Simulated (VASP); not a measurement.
A run of VASP 6.6.1 is set up as follows.

Contents of POSCAR:

```
SiC
1.0
    0.0000000000      2.1790000000      2.1790000000
    2.1790000000      0.0000000000      2.1790000000
    2.1790000000      2.1790000000      0.0000000000
Si C
1 1
Direct
    0.0000000000      0.0000000000      0.0000000000
    0.7500000000      0.7500000000      0.7500000000
```

File INCAR.step1:

```
SYSTEM = SiC
ALGO = Normal ; EDIFF = 1E-5
ENCUT = 520 ; GGA = PE
ISIF = 2 ; ISMEAR = 0
KPAR = 4 ; LASPH = .TRUE.
LCHARG = .FALSE. ; LREAL = .FALSE.
LWAVE = .TRUE. ; NELM = 100
PREC = Accurate ; SIGMA = 0.02
```

Contents of INCAR.step2:

```
SYSTEM = SiC
ALGO = Normal ; EDIFF = 1E-6
ENCUT = 520 ; GGA = PE
HFSCREEN = 0.3 ; ISIF = 2
ISMEAR = 0 ; ISTART = 1
KPAR = 4 ; LASPH = .TRUE.
LCHARG = .FALSE. ; LHFCALC = .TRUE.
LREAL = .FALSE. ; LWAVE = .FALSE.
NELM = 100 ; PREC = Accurate
PRECFOCK = Fast ; SIGMA = 0.02
```

File KPOINTS:

```
k-points
0
G
  8 8 8
  0 0 0
```

The input KPOINTS_OPT:

```
path GXWKGLUWLK,UX
10
line-mode
reciprocal
 0.0000000000  0.0000000000  0.0000000000  G
 0.5000000000  0.0000000000  0.5000000000  X

 0.5000000000  0.0000000000  0.5000000000  X
 0.5000000000  0.2500000000  0.7500000000  W

 0.5000000000  0.2500000000  0.7500000000  W
 0.3750000000  0.3750000000  0.7500000000  K

 0.3750000000  0.3750000000  0.7500000000  K
 0.0000000000  0.0000000000  0.0000000000  G

 0.0000000000  0.0000000000  0.0000000000  G
 0.5000000000  0.5000000000  0.5000000000  L

 0.5000000000  0.5000000000  0.5000000000  L
 0.6250000000  0.2500000000  0.6250000000  U

 0.6250000000  0.2500000000  0.6250000000  U
 0.5000000000  0.2500000000  0.7500000000  W

 0.5000000000  0.2500000000  0.7500000000  W
 0.5000000000  0.5000000000  0.5000000000  L

 0.5000000000  0.5000000000  0.5000000000  L
 0.3750000000  0.3750000000  0.7500000000  K

 0.6250000000  0.2500000000  0.6250000000  U
 0.5000000000  0.0000000000  0.5000000000  X
```

Potentials or basis: VASP PAW PBE potentials, release 64 (Si, C).

Launch:

```console
$ cat potpaw_PBE.64/Si/POTCAR potpaw_PBE.64/C/POTCAR > POTCAR
$ cp INCAR.step1 INCAR
$ mpirun -np 4 vasp_std > vasp.out
$ cp INCAR.step2 INCAR
$ mpirun -np 4 vasp_std > vasp.out
```

**Question.** Predict the band gap along the path.

**Answer.** 2.03 eV, indirect (least direct gap 5.51 eV).

**Question.** Predict the band gap on the k mesh.

**Answer.** 2.03 eV, indirect (least direct gap 5.51 eV).

Levels at the corners of the path, in eV from the valence-band top:
```tsv
point	band 1	band 2	band 3	band 4	band 5	band 6	band 7	band 8
Γ	-16.90	0.00	0.00	0.00	7.30	8.35	8.35	8.35
X	-11.50	-8.47	-3.47	-3.47	2.03	5.15	15.65	15.76
X	-11.50	-8.47	-3.47	-3.47	2.03	5.15	15.65	15.67
W	-11.27	-7.62	-5.39	-5.01	6.10	10.65	10.77	10.80
W	-11.27	-7.62	-5.39	-5.01	6.10	10.65	10.77	10.80
K	-11.51	-7.89	-5.97	-2.82	3.88	8.83	13.25	13.93
K	-11.51	-7.89	-5.97	-2.82	3.88	8.83	13.25	13.93
Γ	-16.90	0.00	0.00	0.00	7.30	8.35	8.35	8.35
Γ	-16.90	0.00	0.00	0.00	7.30	8.35	8.35	8.35
L	-13.06	-9.27	-1.15	-1.15	6.40	8.24	8.24	11.30
L	-13.06	-9.27	-1.15	-1.15	6.40	8.24	8.24	11.30
U	-11.51	-7.89	-5.97	-2.82	3.88	8.83	13.25	13.92
U	-11.51	-7.89	-5.97	-2.82	3.88	8.83	13.25	13.93
W	-11.27	-7.62	-5.39	-5.01	6.10	10.65	10.77	10.80
W	-11.27	-7.62	-5.39	-5.01	6.10	10.65	10.77	10.80
L	-13.06	-9.27	-1.15	-1.15	6.40	8.24	8.24	11.30
L	-13.06	-9.27	-1.15	-1.15	6.40	8.24	8.24	11.30
K	-11.51	-7.89	-5.97	-2.82	3.88	8.83	13.25	13.93
U	-11.51	-7.89	-5.97	-2.82	3.88	8.83	13.25	13.94
X	-11.50	-8.47	-3.47	-3.47	2.03	5.15	15.65	15.69
```

**What was measured.**

From “Insight into the structural, elastic and electronic properties of a new orthorhombic 6O-SiC polytype”, 2020, pmc:7200658, for a bulk crystal of SiC: band gap 2.4 eV (indirect).

Against the measured gap of SiC, 2.4 eV (indirect; quoted in “Insight into the structural, elastic and electronic properties of a new orthorhombic 6O-SiC polytype”, 2020, pmc:7200658), the calculated 2.03 eV is off by -0.37 eV. The value is that of HSE03, without temperature or zero-point motion.
